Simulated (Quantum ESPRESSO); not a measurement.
The system is GaSb.

```
CELL_PARAMETERS angstrom
0.00000 3.05900 3.05900
3.05900 0.00000 3.05900
3.05900 3.05900 0.00000
ATOMIC_POSITIONS crystal
Sb 0.75000 0.75000 0.75000
Ga 0.00000 0.00000 0.00000
```

Base run:

- Program: Quantum ESPRESSO 7.5
- Functional: PBE
- Potentials or basis: PseudoDojo 0.4.1 SR PBE standard
- Cutoff: 1088 eV
- Density cutoff: 4354 eV
- k mesh: 8 × 8 × 8
- Occupations: fermi-dirac, width 0.05 eV
- Spin: no spin polarisation

Its results: band gap on the k mesh none (metal or under the smearing width); pressure 2.3 GPa.

Task: The run is repeated on the same cell with these changes: functional from PBE to PBEsol; potentials or basis from PseudoDojo 0.4.1 SR PBE standard to PseudoDojo 0.4.1 SR PBEsol standard. What comes out?

Result: Band gap on the k mesh none (metal or under the smearing width); pressure -0.2 GPa.

Caveats: spin-orbit coupling is left out, which moves the levels of the heavy elements; this crystal is a semiconductor, whose small gap the functional closes, so the metal is an error of the method.
